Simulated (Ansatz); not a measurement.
This SiO2 structure is the end of a relaxation. The cell was relaxed from a distorted copy of a database structure.

The calculation used DFT PBE, scalar-relativistic, plane waves, PAW in Ansatz 0.2.0. Cutoff 420 eV, Γ-centred mesh, Gaussian smearing, no spin polarisation.

```
Si O
1.0
     4.37062   -2.57447    0.00000
     4.37062    2.57447    0.00000
    -2.87102    0.00000    8.35861
Si O
4 8
Direct
  0.64880 0.10121 0.37589
  0.10121 0.64880 0.87589
  0.26849 0.73071 0.25069
  0.73071 0.26849 0.75069
  0.50190 0.38182 0.27756
  0.82645 0.94598 0.80216
  0.22028 0.74828 0.06356
  0.74828 0.22028 0.56356
  0.40571 0.96825 0.35934
  0.96825 0.40571 0.85934
  0.94598 0.82645 0.30216
  0.38182 0.50190 0.77756
```

Energies over the elements count from the elements' standard structures at the same level (O₂ as a molecule), with no fitted energy shifts.

Task: Find its symmetry and describe it.

Result: Cc (No. 9). Conventional cell: a = 8.741 Å, b = 5.149 Å, c = 8.838 Å, β = 109.0°. Around Si on its first site lie 4 O at 1.62–1.63 Å; Si on its second site has 4 O at 1.62–1.63 Å; O on its first site has 2 Si at 1.62 Å; O on its second site has 2 Si at 1.63 Å; 2 more sites not described.

Task: What is its formation energy per atom?

Result: −2.785 eV/atom. It lies below the elements, which doesn't yet make it stable against other compounds or structures.

Task: Is it a metal?

Result: No, the gap on the 6×6×4 mesh is 5.55 eV.

The last run used a 6×6×4 mesh (in the run's order of axes) for its 12-atom cell and Gaussian smearing of 0.02 eV. Kohn–Sham gaps at this level usually fall short of measured ones. This cell was reached by moving the atoms of another relaxed cell at random and relaxing again, last within the group found; it had no such test of its own.
